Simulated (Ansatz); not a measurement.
# InSe: the cost of one run

Method: DFT r2SCAN, scalar-relativistic, plane waves, PAW, in Ansatz 0.2.0.

2 further runs of the same task are left out: 2 set aside as unsound or not needed.

## (1) Starting point

Symmetry: C2/m, No. 12, monoclinic system. Conventional cell: a = 11.632 Å, b = 4.101 Å, c = 5.075 Å, α = 90.00°, β = 109.64°, γ = 90.00°. In (site symmetry m) has 3 Se at 2.68 to 2.69 Å and 1 In at 2.80 Å as nearest neighbours. Se (site symmetry m) has 3 In at 2.68 to 2.69 Å as nearest neighbours.

As a file:

```cif
data_structure
_symmetry_space_group_name_H-M 'C2/m'
_symmetry_Int_Tables_number 12
_cell_length_a 11.6318
_cell_length_b 4.1011
_cell_length_c 5.0753
_cell_angle_alpha 90.000
_cell_angle_beta 109.638
_cell_angle_gamma 90.000
_cell_volume 228.03
loop_
_atom_site_label
_atom_site_type_symbol
_atom_site_symmetry_multiplicity
_atom_site_Wyckoff_symbol
_atom_site_fract_x
_atom_site_fract_y
_atom_site_fract_z
_atom_site_occupancy
In1 In 4 i 0.38817 0.50000 0.04783 1
Se1 Se 4 i 0.16184 0.50000 0.66855 1
```

This cell was relaxed beforehand with the same method: volume 28.50 Å³/atom, gap on the mesh 1.53 eV.

## (2) Static run: bands, density of states and charges

File input.yaml:

```yaml
crystal:
  lattice:
    - [5.8153674649, -2.0505493925, -0.0768523961]
    - [5.8153674649, 2.0505493925, -0.0768523961]
    - [-1.642382219, 0.0, 4.8022565103]
  atoms:
    - { symbol: In, position: [0.8881706596, 0.8881706596, 0.0478327489] }
    - { symbol: In, position: [0.1118293404, 0.1118293404, 0.9521672511] }
    - { symbol: Se, position: [0.6618440286, 0.6618440286, 0.6685497081] }
    - { symbol: Se, position: [0.3381559714, 0.3381559714, 0.3314502919] }
basis:
  ecutwfc: 500
kpoints:
  mp_grid: { grid: [8, 8, 6] }
  band_path:
    path:
      - [[0.0, 0.0, 0.0], [-0.28503487, 0.28503487, 0.0]]
      - [[-0.71496513, -0.28503487, 0.0], [-0.5, -0.5, 0.0], [0.0, 0.0, 0.0], [-0.5, -0.5, 0.5], [-0.74194979, -0.25805021, 0.5]]
      - [[-0.25805021, 0.25805021, 0.5], [0.0, 0.0, 0.5], [0.0, 0.0, 0.0]]
      - [[-0.5, 0.0, 0.5], [0.0, 0.0, 0.0], [-0.5, 0.0, 0.0]]
    npoints: 14
hamiltonian:
  xc: r2scan
scf:
  occupations: { method: gaussian, width: 0.02 }
  n_extra_bands: 10
output:
  forces: true
  stress: true
  eigenvalues: true
  populations: true
  dos: { projected: true, de: 0.02, nscf_kmesh: { grid: [12, 12, 9] } }
  bader: true
  write_density: true
  write_potential: true
  elf: true
  volumetric_format: npy
```

Run with:

```
$ ansatz run input.yaml --threads 1 --pin off --max-ram 2560MiB --backend cpu --events-out ev --progress --plain --runs-dir out
```

Q: Estimate wall time and peak memory on 1 thread of AMD EPYC (Zen 3), shared host.

About 4.7 min, with a peak of 1.5 GiB.
